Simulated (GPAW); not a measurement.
KBr:

```
Br K
1.0
     0.00000    3.30000    3.30000
     3.30000    0.00000    3.30000
     3.30000    3.30000    0.00000
Br K
1 1
Direct
  0.50000 0.50000 0.50000
  0.00000 0.00000 0.00000
```

Base run:

```yaml
Program: GPAW 26.7.0
Functional: PBEsol
Potentials_or_basis: PAW data sets generated in the run's folder for this functional
Cutoff: 600 eV
Basis: pw
k_mesh: 7 × 7 × 7
Occupations: fermi-dirac, width 0.05 eV
Spin: no spin polarisation
```

Its results: band gap on the k mesh 4.29 eV, direct; pressure -0.3 GPa.

Problem. After a change of settings the same cell gave: band gap on the k mesh 4.44 eV, direct; pressure 1.4 GPa. Which change was it?
A. functional from PBEsol to RPBE; potentials or basis from PAW data sets generated in the run's folder for this functional to the program's PAW data sets (release 1.2.1) made for this functional
B. functional from PBEsol to BLYP
C. functional from PBEsol to r2SCAN; potentials or basis from PAW data sets generated in the run's folder for this functional to GPAW PAW data sets (gpaw-data 1.2.1)
D. functional from PBEsol to WC

Solution. B.

BLYP binds less tightly than PBEsol, so the same cell stands under more pressure.

Not every run made on this cell is shown here.
